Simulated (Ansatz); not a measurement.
Computed with DFT PBE, scalar-relativistic, plane waves, PAW in Ansatz. All cells share a 420 eV cutoff and Γ-centred k meshes spaced at most about 0.3 Å⁻¹ (about 0.25 or finer for metals, 2π included). No spin polarisation.

All energies are static (0 K, no zero-point motion).

Two relaxed structures of Zr3S2:

A.

```cif
data_structure
_symmetry_space_group_name_H-M 'R-3m:H'
_symmetry_Int_Tables_number 166
_cell_length_a 3.6137
_cell_length_b 3.6137
_cell_length_c 25.7562
_cell_angle_alpha 90.000
_cell_angle_beta 90.000
_cell_angle_gamma 120.000
_cell_volume 291.29
loop_
_atom_site_label
_atom_site_type_symbol
_atom_site_symmetry_multiplicity
_atom_site_Wyckoff_symbol
_atom_site_fract_x
_atom_site_fract_y
_atom_site_fract_z
_atom_site_occupancy
Zr1 Zr 3 a 0.00000 0.00000 0.00000 1
Zr2 Zr 6 c 0.00000 0.00000 0.21560 1
S1 S 6 c 0.33333 0.66667 0.06087 1
```

B.

```cif
data_structure
_symmetry_space_group_name_H-M 'R32:H'
_symmetry_Int_Tables_number 155
_cell_length_a 5.7902
_cell_length_b 5.7902
_cell_length_c 10.4413
_cell_angle_alpha 90.000
_cell_angle_beta 90.000
_cell_angle_gamma 120.000
_cell_volume 303.16
loop_
_atom_site_label
_atom_site_type_symbol
_atom_site_symmetry_multiplicity
_atom_site_Wyckoff_symbol
_atom_site_fract_x
_atom_site_fract_y
_atom_site_fract_z
_atom_site_occupancy
Zr1 Zr 9 e 0.99541 0.66667 0.16667 1
S1 S 6 c 0.33333 0.66667 0.00145 1
```

Task: Which is lower in energy, and by how much?

Result: A is lower, by 100 meV/atom. A has the anti-tetradymite type, space group R-3m (No. 166), 19.4 Å³/atom and no gap on its mesh; B has space group R32 (No. 155), 20.2 Å³/atom and no gap. Counting S atoms around Zr (those within 1.25 times the shortest such distance or 1.15 times the sum of covalent radii; a slash parts the counts of unlike sites), A has Zr 3/6 and B has Zr 4. The denser one is the lower, and pressure would at first widen the difference. Origin: A, invented; B, reached from a Materials Project cell.

Cells relaxed within their symmetry can be saddle points.

Both structures have the same average number of Zr–S contacts per Zr, so A's advantage of 100 meV/atom doesn't come from extra Zr–S bonds. What differs is their arrangement. In A, sulphur sits in octahedra within rock-salt-like slabs, and the missing sulphur is gathered into whole empty layers, across which the sulphur-poor Zr sheets face each other at close to metallic contact. B is a WC-type lattice with sulphur in trigonal prisms and its vacancies spread through every sulphur layer. Zr in so sulphur-poor a compound keeps d electrons, and A probably gains by concentrating them in Zr–Zr bonds between the facing sheets. The change from prismatic to octahedral sulphur may also contribute, and the total energies don't separate the two.

Sulphur-deficient WC-type zirconium sulphide is known experimentally, which seems at odds with this order. However, B represents only one ordered vacancy pattern, and vacancy disorder would favour the WC-type phase at synthesis temperatures. The result therefore supports A over this particular ordering, not over the disordered phase.
